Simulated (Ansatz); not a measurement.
A 4-atom cell of MgO (P6_3/mmc) from a materials database, relaxed with r2SCAN in the PAW code Ansatz. Space group P6_3/mmc (No. 194), hexagonal; a = 3.484 Å, c = 4.185 Å in the conventional setting, 11.00 Å³ an atom. Mg is surrounded by 5 O at 2.01–2.09 Å; O is surrounded by 5 Mg at 2.01–2.09 Å.

The axes x, y and z are those of this cell:
```
CELL_PARAMETERS angstrom
3.48408 0.00000 0.00000
-1.74204 3.01730 0.00000
0.00000 0.00000 4.18532
ATOMIC_POSITIONS crystal
Mg 0.66667 0.33333 0.75000
Mg 0.33333 0.66667 0.25000
O 0.66667 0.33333 0.25000
O 0.33333 0.66667 0.75000
```

Unstrained: PBE gives a direct gap of 3.450 eV at Γ. The r2SCAN gap is direct at Γ: 4.094 eV. HSE06 gives a direct gap of 5.046 eV at Γ. Meshes: PBE 12×12×6, r2SCAN 12×12×6, HSE06 6×6×4. Strains are changes of length per length. After each strain the atoms were relaxed again with r2SCAN within the symmetry that the strain leaves, so tilts or polar shifts that break it weren't tested; points keep the names that they have in the unstrained zone. The values are computed, spin-unpolarised, and not measurements.

Q: Estimate what epitaxial -4.27 % in the xy plane, free normal strain +2.77 % does to the gap.

A: PBE: the gap goes from 3.450 to 3.707 eV (+0.257 eV); with r2SCAN the top three valence levels at Γ, grouped 1+2 from the top over 836 meV, become 1+2 over 1068 meV. r2SCAN: the gap goes from 4.094 to 4.384 eV (+0.290 eV). HSE06: the gap goes from 5.046 to 5.316 eV (+0.270 eV). The r2SCAN energy rises by 41.7 meV an atom.

Q: Estimate what isotropic -5.95 % on every length does to the gap.

A: PBE: the gap goes from 3.450 to 4.425 eV (+0.975 eV); with r2SCAN the top three valence levels at Γ, grouped 1+2 from the top over 836 meV, become 1+2 over 1116 meV. r2SCAN: the gap goes from 4.094 to 5.118 eV (+1.024 eV). HSE06: the gap goes from 5.046 to 6.135 eV (+1.089 eV). The r2SCAN energy rises by 182.1 meV an atom.

Q: Apply uniaxial -2.42 % along z, other directions held. How far does the gap move, against the unstrained cell?

A: PBE: the gap goes from 3.450 to 3.602 eV (+0.152 eV); with r2SCAN the top three valence levels at Γ, grouped 1+2 from the top over 836 meV, become 1+2 over 807 meV. r2SCAN: the gap goes from 4.094 to 4.243 eV (+0.149 eV). HSE06: the gap goes from 5.046 to 5.222 eV (+0.176 eV). The r2SCAN energy rises by 6.1 meV an atom.

Q: Apply uniaxial +3.42 % along y, other directions held. How far does the gap move, against the unstrained cell?

A: PBE: the gap goes from 3.450 to 3.301 eV (-0.149 eV); with r2SCAN the top three valence levels at Γ, grouped 1+2 from the top over 836 meV, become 1+1+1 over 772 meV. r2SCAN: the gap goes from 4.094 to 3.933 eV (-0.161 eV). HSE06: the gap goes from 5.046 to 4.882 eV (-0.164 eV). The r2SCAN energy rises by 7.4 meV an atom.

The meshes of the hybrids are coarse, so their gaps aren't converged to the digits shown.

The splittings at Γ are without spin-orbit coupling, which regroups them where it is of like size or larger.
